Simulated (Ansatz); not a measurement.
The system is Zn.

```
CELL_PARAMETERS angstrom
3.77113 0.00000 0.00000
0.00000 3.77113 0.00000
0.00000 0.00000 3.77113
ATOMIC_POSITIONS crystal
Zn 0.00000 0.50000 0.50000
Zn 0.50000 0.00000 0.50000
Zn 0.50000 0.50000 0.00000
```

The cell was built by a generator and needn't be a form met in nature.

Base run:

```yaml
Program: Ansatz 0.2.0
Functional: RPBE
Potentials_or_basis: Ansatz PAW
Cutoff: "420 eV (not typed: the program's choice for these potentials)"
k_mesh: 7 × 7 × 7
Occupations: fermi-dirac, width 0.05 eV
Spin: no spin polarisation
```

Its results: band gap on the k mesh none (metal or under the smearing width); pressure 2.1 GPa.

The run is repeated on the same cell with these changes: functional from RPBE to PBEsol. What comes out?

Band gap on the k mesh none (metal or under the smearing width); pressure -4.5 GPa.

PBEsol binds more tightly than RPBE, so the same cell stands under less pressure.

Caveats: the PAW data sets come from PBE, with cores solved anew for the run's functional, which leaves a small shift of forces and pressure.
